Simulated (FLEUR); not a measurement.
# V (P6_3/mmc) in FLEUR: band structure with r2SCAN

Aim: the band structure of V with r2SCAN.

Everything below comes from runs of FLEUR MaX-R8.1 (later development tree). Logs are shortened: lines on timing, memory, paths and dates and some standing lists are left out, and cuts for length are marked.

## Step 1: The structure

It takes space group P6_3/mmc (No. 194, hexagonal). The conventional cell has a = 2.604 Å, b = 2.604 Å, c = 4.723 Å, α = 90.00°, β = 90.00°, γ = 120.00°. Around V (site symmetry -6m2) lie 12 V at 2.60 to 2.80 Å.

This isn't the form of V at room conditions, which is bcc.

## Step 2: Band structure, r2SCAN, collinear spin, ferromagnetic start

Input file inp.xml:

```xml
<?xml version="1.0" encoding="UTF-8" standalone="no"?>
<fleurInput fleurInputVersion="0.39">
   <comment>
      V                                                                                                   
   </comment>
   <calculationSetup>
      <cutoffs Kmax="4.3" Gmax="13.3" GmaxXC="13.3" numbands="0"/>
      <scfLoop itmax="80" minDistance="0.0001" maxIterBroyd="30" imix="Anderson" alpha="0.05" precondParam="0.0" spinf="2.0" sdNocoIR="T"/>
      <coreElectrons ctail="F" frcor="F" kcrel="0" coretail_lmax="0"/>
      <xcFunctional name="LibXC" relativisticCorrections="F">
         <LibXCName exchange="mgga_x_r2scan" correlation="mgga_c_r2scan"/>
         <AuxGGA exchange="117" correlation="130"/>
      </xcFunctional>
      <magnetism jspins="2"/>
      <soc l_soc="F" theta="0.0" phi="0.0" spav="F"/>
      <expertModes spex="0" secvar="F"/>
      <geometryOptimization l_f="F" forcealpha="1.0" forcemix="BFGS" epsdisp="0.00001" epsforce="0.00001"/>
      <ldaU l_linMix="F" mixParam="0.05" spinf="1.0"/>
   </calculationSetup>
   <cell>
      <bzIntegration valenceElectrons="26.0" mode="hist" fermiSmearingEnergy="0.00183747">
         <kPointListSelection listName="default-1"/>
         <!-- k-points included here -->
         <xi:include xmlns:xi="http://www.w3.org/2001/XInclude" href="kpts.xml"> </xi:include>
      </bzIntegration>
      <!-- symmetry operations included here -->
      <xi:include xmlns:xi="http://www.w3.org/2001/XInclude" href="sym.xml"> </xi:include>
      <bulkLattice scale="1.0">
         <bravaisMatrix>
            <row-1>    4.9214026020139050     0.0000000000000000     0.0000000000000000</row-1>
            <row-2>   -2.4607013009124663     4.2620596754735596     0.0000000000000000</row-2>
            <row-3>    0.0000000000000000     0.0000000000000000     8.9258114344636645</row-3>
         </bravaisMatrix>
      </bulkLattice>
   </cell>
   <atomSpecies>
      <species name="Vanadium (2.000" element="V" atomicNumber="23">
         <mtSphere radius="2.28" gridPoints="753" logIncrement="0.016"/>
         <atomicCutoffs lmax="9" lnonsphr="9"/>
         <electronConfig flipSpins="F">
            <coreConfig>(1s1/2) (2s1/2) (2p1/2) (2p3/2)</coreConfig>
            <valenceConfig>(3s1/2) (3p1/2) (3p3/2) (4s1/2) (3d3/2) (3d5/2)</valenceConfig>
            <stateOccupation state="(3d3/2)" spinUp="0.7" spinDown="0.5"/>
            <stateOccupation state="(3d5/2)" spinUp="1.8" spinDown="0.0"/>
         </electronConfig>
         <energyParameters s="4" p="4" d="3" f="4"/>
         <lo type="SCLO" l="0" n="3" eDeriv="0"/>
         <lo type="SCLO" l="1" n="3" eDeriv="0"/>
         <lo type="SCLO" l="1" n="3" eDeriv="1"/>
         <lo type="SCLO" l="2" n="3" eDeriv="2"/>
         <lo type="SCLO" l="3" n="4" eDeriv="2"/>
      </species>
   </atomSpecies>
   <atomGroups>
      <atomGroup species="Vanadium (2.000">
         <relPos label="                   1">1.000/3.000 -1.000/3.000 1.000/4.000</relPos>
         <relPos label="                   2">-1.000/3.000 1.000/3.000 -1.000/4.000</relPos>
         <force calculate="T" relaxXYZ="TTT"/>
      </atomGroup>
   </atomGroups>
   <output dos="F" band="F" slice="F">
      <checks vchk="F" cdinf="F"/>
      <bandDOS minEnergy="-.5*Htr" maxEnergy="0.5*Htr" sigma="0.015" storeEVData="T"/>
      <vacuumDOS vacdos="F" integ="F" star="F" nstars="0" locx1="0.0" locy1="0.0" locx2="0.0" locy2="0.0" nstm="0" tworkf="0.0"/>
      <unfoldingBand unfoldBand="F" supercellX="1" supercellY="1" supercellZ="1"/>
      <plotting iplot="0" polar="F">
         <plot TwoD="T" vec1="  1.0  0.0  0.0" vec2="  0.0  1.0  0.0" vec3="  0.0  0.0  1.0" zero="  0.0  0.0  0.0" file="plot"/>
      </plotting>
      <chargeDensitySlicing numkpt="0" minEigenval="0.0" maxEigenval="0.0" nnne="0" pallst="F"/>
      <specialOutput eonly="F"/>
      <moessbauerParams electricFieldGradient="T" isomerShift="T" coreHyperfine="T" valenceHyperfine="T"/>
      <magneticCircularDichroism mcd="F" energyLo="-10.0" energyUp="0.0"/>
   </output>
  <!-- We include the file relax.xml here to enable relaxations (see documentation) -->
  <xi:include xmlns:xi="http://www.w3.org/2001/XInclude" href="relax.xml"> <xi:fallback/> </xi:include>
</fleurInput>
```

Input file crystal.txt:

```
V
&input cartesian=F /
2.6042941027  0.0000000000  0.0000000000
-1.3021470513  2.2553848518  0.0000000000
0.0000000000  0.0000000000  4.7233360000
1.8897261246
1.0 1.0 1.0

2
23 0.3333333334  0.6666666668  0.2500000000 : 2.000
23 0.6666666668  0.3333333334  0.7500000000 : 2.000

&kpt div1=12 div2=12 div3=6 gamma=T /
```

Input file inp.xml (bands):

```
<?xml version="1.0" encoding="UTF-8" standalone="no"?>
<fleurInput fleurInputVersion="0.39">
   <comment>
      V                                                                                                   
   </comment>
   <calculationSetup>
      <cutoffs Kmax="4.3" Gmax="13.3" GmaxXC="13.3" numbands="0"/>
      <scfLoop itmax="80" minDistance="0.0001" maxIterBroyd="30" imix="Anderson" alpha="0.05" precondParam="0.0" spinf="2.0" sdNocoIR="T"/>
      <coreElectrons ctail="F" frcor="F" kcrel="0" coretail_lmax="0"/>
      <xcFunctional name="LibXC" relativisticCorrections="F">
         <LibXCName exchange="mgga_x_r2scan" correlation="mgga_c_r2scan"/>
         <AuxGGA exchange="117" correlation="130"/>
      </xcFunctional>
      <magnetism jspins="2"/>
      <soc l_soc="F" theta="0.0" phi="0.0" spav="F"/>
      <expertModes spex="0" secvar="F"/>
      <geometryOptimization l_f="F" forcealpha="1.0" forcemix="BFGS" epsdisp="0.00001" epsforce="0.00001"/>
      <ldaU l_linMix="F" mixParam="0.05" spinf="1.0"/>
   </calculationSetup>
   <cell>
      <bzIntegration valenceElectrons="26.0" mode="hist" fermiSmearingEnergy="0.00183747">
         <kPointListSelection listName="path-1"/>
         <!-- k-points included here -->
         <xi:include xmlns:xi="http://www.w3.org/2001/XInclude" href="kpts.xml"> </xi:include>
      </bzIntegration>
      <!-- symmetry operations included here -->
      <xi:include xmlns:xi="http://www.w3.org/2001/XInclude" href="sym.xml"> </xi:include>
      <bulkLattice scale="1.0">
         <bravaisMatrix>
            <row-1>    4.9214026020139050     0.0000000000000000     0.0000000000000000</row-1>
            <row-2>   -2.4607013009124663     4.2620596754735596     0.0000000000000000</row-2>
            <row-3>    0.0000000000000000     0.0000000000000000     8.9258114344636645</row-3>
         </bravaisMatrix>
      </bulkLattice>
   </cell>
   <atomSpecies>
      <species name="Vanadium (2.000" element="V" atomicNumber="23">
         <mtSphere radius="2.28" gridPoints="753" logIncrement="0.016"/>
         <atomicCutoffs lmax="9" lnonsphr="9"/>
         <electronConfig flipSpins="F">
            <coreConfig>(1s1/2) (2s1/2) (2p1/2) (2p3/2)</coreConfig>
            <valenceConfig>(3s1/2) (3p1/2) (3p3/2) (4s1/2) (3d3/2) (3d5/2)</valenceConfig>
            <stateOccupation state="(3d3/2)" spinUp="0.7" spinDown="0.5"/>
            <stateOccupation state="(3d5/2)" spinUp="1.8" spinDown="0.0"/>
         </electronConfig>
         <energyParameters s="4" p="4" d="3" f="4"/>
         <lo type="SCLO" l="0" n="3" eDeriv="0"/>
         <lo type="SCLO" l="1" n="3" eDeriv="0"/>
         <lo type="SCLO" l="1" n="3" eDeriv="1"/>
         <lo type="SCLO" l="2" n="3" eDeriv="2"/>
         <lo type="SCLO" l="3" n="4" eDeriv="2"/>
      </species>
   </atomSpecies>
   <atomGroups>
      <atomGroup species="Vanadium (2.000">
         <relPos label="                   1">1.000/3.000 -1.000/3.000 1.000/4.000</relPos>
         <relPos label="                   2">-1.000/3.000 1.000/3.000 -1.000/4.000</relPos>
         <force calculate="T" relaxXYZ="TTT"/>
      </atomGroup>
   </atomGroups>
   <output dos="F" band="T" slice="F">
      <checks vchk="F" cdinf="F"/>
      <bandDOS minEnergy="-.5*Htr" maxEnergy="0.5*Htr" sigma="0.015" storeEVData="T"/>
      <vacuumDOS vacdos="F" integ="F" star="F" nstars="0" locx1="0.0" locy1="0.0" locx2="0.0" locy2="0.0" nstm="0" tworkf="0.0"/>
      <unfoldingBand unfoldBand="F" supercellX="1" supercellY="1" supercellZ="1"/>
      <plotting iplot="0" polar="F">
         <plot TwoD="T" vec1="  1.0  0.0  0.0" vec2="  0.0  1.0  0.0" vec3="  0.0  0.0  1.0" zero="  0.0  0.0  0.0" file="plot"/>
      </plotting>
      <chargeDensitySlicing numkpt="0" minEigenval="0.0" maxEigenval="0.0" nnne="0" pallst="F"/>
      <specialOutput eonly="F"/>
      <moessbauerParams electricFieldGradient="T" isomerShift="T" coreHyperfine="T" valenceHyperfine="T"/>
      <magneticCircularDichroism mcd="F" energyLo="-10.0" energyUp="0.0"/>
   </output>
  <!-- We include the file relax.xml here to enable relaxations (see documentation) -->
  <xi:include xmlns:xi="http://www.w3.org/2001/XInclude" href="relax.xml"> <xi:fallback/> </xi:include>
</fleurInput>
```

Potentials or basis: all-electron, FLAPW.

Started as:

```sh
> inpgen -f crystal.txt -profile fastHighL
> # inp.xml edited to the form shown
> fleur_MPI
> fleur_MPI   # second run, on inp.xml (bands)
```

The log of the run:

```text
Welcome to FLEUR        (www.flapw.de)
      MaX-Release 8.1          (www.max-centre.eu)
 func_ids         498         497         498         497
 MetaGGA potential functional detected - V_tau will be computed
 Auxiliary Potential for radial basis: exchange=         117  correlation=         130
The functional 'Re-regularized SCAN exchange by Furness et al' is an exchange functional, it belongs to the 'MGGA' family and is defined in the reference(s):
[1] J. W. Furness, A. D. Kaplan, J. Ning, J. P. Perdew, and J. Sun.,  J. Phys. Chem. Lett. 11, 8208-8215 (2020)
[2] J. W. Furness, A. D. Kaplan, J. Ning, J. P. Perdew, and J. Sun.,  J. Phys. Chem. Lett. 11, 9248-9248 (2020)
The functional 'Re-regularized SCAN correlation by Furness et al' is a correlation functional, it belongs to the 'MGGA' family and is defined in the reference(s):
[1] J. W. Furness, A. D. Kaplan, J. Ning, J. P. Perdew, and J. Sun.,  J. Phys. Chem. Lett. 11, 8208-8215 (2020)
[2] J. W. Furness, A. D. Kaplan, J. Ning, J. P. Perdew, and J. Sun.,  J. Phys. Chem. Lett. 11, 9248-9248 (2020)
 Using same functional for VXC and EXC

 ========== k-point set info ==========
 Selected k-point list: default-1
 k-point list type: mesh
 12 x 12 x 6
 Number of k points: 76

 ------------Calculation Setup---------------------------
 Number of MPI-tasks      :            1
 Number of PE/node        :            1
 Number of OMP-threads    :            1
 Most efficient MPI parallelization for:
           1           2           4          19          38          76
 Additional eigenvalue parallelization possible
 Number of basis functions:          334
 Approximate size of matrices (H+S) per k-point:         0.002 GB
 --------------------------------------------------------
The functional 'Hammer, Hansen, and Norskov' is an exchange functional, it belongs to the 'GGA' family and is defined in the reference(s):
[1] B. Hammer, L. B. Hansen, and J. K. Nørskov.,  Phys. Rev. B 59, 7413 (1999)
The functional 'Perdew, Burke & Ernzerhof' is a correlation functional, it belongs to the 'GGA' family and is defined in the reference(s):
[1] J. P. Perdew, K. Burke, and M. Ernzerhof.,  Phys. Rev. Lett. 77, 3865 (1996)
[2] J. P. Perdew, K. Burke, and M. Ernzerhof.,  Phys. Rev. Lett. 78, 1396 (1997)
 Using same functional for VXC and EXC
 Using auxiliary GGA potential for the first iteration of MetaGGA calculation.
 Reset of history
 Reset of history
 Iteration:     1   Distance:      25.68248643 me/bohr^3
The functional 'Hammer, Hansen, and Norskov' is an exchange functional, it belongs to the 'GGA' family and is defined in the reference(s):
[1] B. Hammer, L. B. Hansen, and J. K. Nørskov.,  Phys. Rev. B 59, 7413 (1999)
The functional 'Perdew, Burke & Ernzerhof' is a correlation functional, it belongs to the 'GGA' family and is defined in the reference(s):
[1] J. P. Perdew, K. Burke, and M. Ernzerhof.,  Phys. Rev. Lett. 77, 3865 (1996)
[2] J. P. Perdew, K. Burke, and M. Ernzerhof.,  Phys. Rev. Lett. 78, 1396 (1997)
 Using same functional for VXC and EXC
 Iteration:     2   Distance:      24.44086015 me/bohr^3
The functional 'Hammer, Hansen, and Norskov' is an exchange functional, it belongs to the 'GGA' family and is defined in the reference(s):
[1] B. Hammer, L. B. Hansen, and J. K. Nørskov.,  Phys. Rev. B 59, 7413 (1999)
The functional 'Perdew, Burke & Ernzerhof' is a correlation functional, it belongs to the 'GGA' family and is defined in the reference(s):
[1] J. P. Perdew, K. Burke, and M. Ernzerhof.,  Phys. Rev. Lett. 77, 3865 (1996)
[2] J. P. Perdew, K. Burke, and M. Ernzerhof.,  Phys. Rev. Lett. 78, 1396 (1997)
 Using same functional for VXC and EXC
 Iteration:     3   Distance:      22.96246749 me/bohr^3
The functional 'Hammer, Hansen, and Norskov' is an exchange functional, it belongs to the 'GGA' family and is defined in the reference(s):
[1] B. Hammer, L. B. Hansen, and J. K. Nørskov.,  Phys. Rev. B 59, 7413 (1999)
The functional 'Perdew, Burke & Ernzerhof' is a correlation functional, it belongs to the 'GGA' family and is defined in the reference(s):
[1] J. P. Perdew, K. Burke, and M. Ernzerhof.,  Phys. Rev. Lett. 77, 3865 (1996)
[2] J. P. Perdew, K. Burke, and M. Ernzerhof.,  Phys. Rev. Lett. 78, 1396 (1997)
 Using same functional for VXC and EXC
 Iteration:     4   Distance:      10.10626993 me/bohr^3
The functional 'Hammer, Hansen, and Norskov' is an exchange functional, it belongs to the 'GGA' family and is defined in the reference(s):
[1] B. Hammer, L. B. Hansen, and J. K. Nørskov.,  Phys. Rev. B 59, 7413 (1999)
The functional 'Perdew, Burke & Ernzerhof' is a correlation functional, it belongs to the 'GGA' family and is defined in the reference(s):
[1] J. P. Perdew, K. Burke, and M. Ernzerhof.,  Phys. Rev. Lett. 77, 3865 (1996)
[2] J. P. Perdew, K. Burke, and M. Ernzerhof.,  Phys. Rev. Lett. 78, 1396 (1997)
 Using same functional for VXC and EXC
 Iteration:     5   Distance:       9.88566532 me/bohr^3
The functional 'Hammer, Hansen, and Norskov' is an exchange functional, it belongs to the 'GGA' family and is defined in the reference(s):
[... 277 lines left out ...]
 Using same functional for VXC and EXC
 Iteration:    45   Distance:       0.00020279 me/bohr^3
The functional 'Hammer, Hansen, and Norskov' is an exchange functional, it belongs to the 'GGA' family and is defined in the reference(s):
[1] B. Hammer, L. B. Hansen, and J. K. Nørskov.,  Phys. Rev. B 59, 7413 (1999)
The functional 'Perdew, Burke & Ernzerhof' is a correlation functional, it belongs to the 'GGA' family and is defined in the reference(s):
[1] J. P. Perdew, K. Burke, and M. Ernzerhof.,  Phys. Rev. Lett. 77, 3865 (1996)
[2] J. P. Perdew, K. Burke, and M. Ernzerhof.,  Phys. Rev. Lett. 78, 1396 (1997)
 Using same functional for VXC and EXC
 Iteration:    46   Distance:       0.00020528 me/bohr^3
The functional 'Hammer, Hansen, and Norskov' is an exchange functional, it belongs to the 'GGA' family and is defined in the reference(s):
[1] B. Hammer, L. B. Hansen, and J. K. Nørskov.,  Phys. Rev. B 59, 7413 (1999)
The functional 'Perdew, Burke & Ernzerhof' is a correlation functional, it belongs to the 'GGA' family and is defined in the reference(s):
[1] J. P. Perdew, K. Burke, and M. Ernzerhof.,  Phys. Rev. Lett. 77, 3865 (1996)
[2] J. P. Perdew, K. Burke, and M. Ernzerhof.,  Phys. Rev. Lett. 78, 1396 (1997)
 Using same functional for VXC and EXC
 Iteration:    47   Distance:       0.00018661 me/bohr^3
The functional 'Hammer, Hansen, and Norskov' is an exchange functional, it belongs to the 'GGA' family and is defined in the reference(s):
[1] B. Hammer, L. B. Hansen, and J. K. Nørskov.,  Phys. Rev. B 59, 7413 (1999)
The functional 'Perdew, Burke & Ernzerhof' is a correlation functional, it belongs to the 'GGA' family and is defined in the reference(s):
[1] J. P. Perdew, K. Burke, and M. Ernzerhof.,  Phys. Rev. Lett. 77, 3865 (1996)
[2] J. P. Perdew, K. Burke, and M. Ernzerhof.,  Phys. Rev. Lett. 78, 1396 (1997)
 Using same functional for VXC and EXC
 Iteration:    48   Distance:       0.00009549 me/bohr^3

 ********************************************************************
 Run finished successfully
 Stop message:
   all done
 ********************************************************************
```

It took 3.8 min on 1 thread of Arm Neoverse V2, shared host; peak memory 0.14 GiB.

Results:

```
Free energy                                           : -51671.7365 eV
Band gap along the path                               : none (metal or under the smearing width)
Net moment                                            : 0.00 μB per cell
Valence electrons inside the program's atomic spheres : V 11.39 (radii V 2.28 bohr)
```

Levels at the corners of the path, in eV from the Fermi level:
Spin up:
```csv
point,band 11,band 12,band 13,band 14,band 15,band 16
Γ,-0.65,-0.51,0.39,0.39,0.71,0.71
M,-2.79,-0.37,-0.30,0.27,0.80,3.22
K,-1.64,-1.61,-0.34,-0.34,0.69,2.45
Γ,-0.65,-0.51,0.39,0.39,0.71,0.71
A,-1.16,-1.16,0.43,0.43,0.43,0.43
L,-1.88,-1.88,1.55,1.55,1.87,1.87
H,-1.59,-1.59,-0.71,-0.71,1.08,1.08
A,-1.16,-1.16,0.43,0.43,0.43,0.43
L,-1.88,-1.88,1.55,1.55,1.87,1.87
M,-2.79,-0.37,-0.30,0.27,0.80,3.22
K,-1.64,-1.61,-0.34,-0.34,0.69,2.45
H,-1.59,-1.59,-0.71,-0.71,1.08,1.08
```
Spin down:
```
point  band 11  band 12  band 13  band 14  band 15  band 16
    Γ    -0.65    -0.51     0.39     0.39     0.71     0.71
    M    -2.79    -0.37    -0.30     0.27     0.80     3.22
    K    -1.64    -1.61    -0.34    -0.34     0.69     2.45
    Γ    -0.65    -0.51     0.39     0.39     0.71     0.71
    A    -1.16    -1.16     0.43     0.43     0.43     0.43
    L    -1.88    -1.88     1.55     1.55     1.87     1.87
    H    -1.59    -1.59    -0.71    -0.71     1.08     1.08
    A    -1.16    -1.16     0.43     0.43     0.43     0.43
    L    -1.88    -1.88     1.55     1.55     1.87     1.87
    M    -2.79    -0.37    -0.30     0.27     0.80     3.22
    K    -1.64    -1.61    -0.34    -0.34     0.69     2.45
    H    -1.59    -1.59    -0.71    -0.71     1.08     1.08
```

Core levels (eV from the Fermi level):
```csv
atom,levels
1 V,"1s1/2 -5358.6, 2s1/2 -596.9, 2p1/2 -501.9, 2p3/2 -494.8"
2 V,"1s1/2 -5358.6, 2s1/2 -596.9, 2p1/2 -501.9, 2p3/2 -494.8"
```

Caveat: the meta-GGA is that of a development version, with a GGA for the radial functions and cores and without core tails.
